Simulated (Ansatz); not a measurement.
Reaction (ligand exchange at the Al–C bond): `CC1=[C]([AlH2])C1` + tert-butanol → `CC(C)(C)[O][AlH2]` + `CC1=CC1`

Computed with Ansatz on PBE0-D4/def2-TZVP structures; ΔE is electronic, products minus reactants. CCSD(T)/CBS adds triple-zeta CCSD(T) − MP2 to the extrapolated MP2 energy (def2 sets, frozen cores). DFT in def2-TZVPP. One conformer a species, not always the lowest.

`CC1=[C]([AlH2])C1`:

Z-matrix (Å, degrees):
```
C
C 1 1.465
H 1 1.091 2 111.8
H 1 1.094 2 110.2 3 -121.4
H 1 1.095 2 110.1 3 121.4
C 2 1.307 1 149.3 3 -0.2
C 2 1.472 1 143.9 3 179.9
Al 6 1.908 2 149.3 1 -0.1
H 7 1.091 2 119.9 1 74.6
H 7 1.091 2 119.9 1 -74.8
H 8 1.585 6 120.2 2 -179.4
H 8 1.587 6 118.9 2 0.6
```

`CC(C)(C)O`:

Cartesian coordinates in Å:
```
C -0.979 -0.913 0.532
C 0.140 0.061 0.189
C 1.241 -0.637 -0.587
C -0.402 1.249 -0.596
O 0.761 0.521 1.388
H -0.588 -1.744 1.122
H -1.760 -0.415 1.115
H -1.445 -1.316 -0.371
H 1.646 -1.466 -0.003
H 2.054 0.061 -0.798
H 0.861 -1.028 -1.532
H -0.846 0.930 -1.542
H 0.400 1.957 -0.809
H -1.177 1.769 -0.023
H 0.095 0.972 1.915
```

`CC(C)(C)[O][AlH2]`:

Z-matrix (Å, degrees):
```
C
C 1 1.521
H 1 1.092 2 110.1
H 1 1.092 2 110.1 3 -119.2
H 1 1.092 2 111.1 3 120.4
C 2 1.524 1 110.4 3 178.5
C 2 1.524 1 110.4 3 -59.3
O 2 1.414 1 107.1 3 59.6
H 6 1.094 2 110.5 1 -179.7
H 6 1.093 2 110.1 1 -59.7
H 6 1.093 2 111.2 1 60.3
H 7 1.094 2 110.5 1 179.7
H 7 1.093 2 111.2 1 -60.3
H 7 1.093 2 110.1 1 59.7
Al 8 1.685 2 137.9 1 180.0
H 15 1.578 8 115.6 2 -179.9
H 15 1.586 8 120.8 2 0.0
```

`CC1=CC1`:

Z-matrix (Å, degrees):
```
C
C 1 1.466
H 1 1.091 2 111.7
H 1 1.094 2 110.4 3 121.1
H 1 1.094 2 110.4 3 -121.1
C 2 1.289 1 152.0 3 0.0
C 2 1.499 1 143.5 3 -180.0
H 6 1.077 2 150.1 1 0.0
H 7 1.092 2 119.7 1 -74.1
H 7 1.092 2 119.7 1 74.1
```

```json
{"level": "r2SCAN-D4", "ΔE (kJ/mol)": "-90.8"}
{"level": "MP2/def2-TZVPP", "ΔE (kJ/mol)": "-92.6"}
{"level": "HF/CBS(def2)", "ΔE (kJ/mol)": "-95.8"}
{"level": "CCSD/CBS(def2)", "ΔE (kJ/mol)": "-93.7"}
```

Problem. What does CCSD(T)/CBS give? (Estimate.)

Solution. Computed: -92.3 kJ/mol. The listed levels differ from it by 1.5, -0.3, -3.5, -1.4 kJ/mol.

Largest T1 diagnostic among the species: 0.011.

The D4 term adds −4.0 kJ/mol with B3LYP and −2.3 kJ/mol with PBE0; it sums over pairs of atoms, weighted by their polarisabilities, and B3LYP, whose exchange is more repulsive, gets the larger term.

B3LYP here is the variant with VWN-RPA as its local correlation; programs differ in this.

CCSD(T)/CBS has its own doubt, a few kJ/mol and more with outer-core shells, so smaller differences from it don't rank the levels.
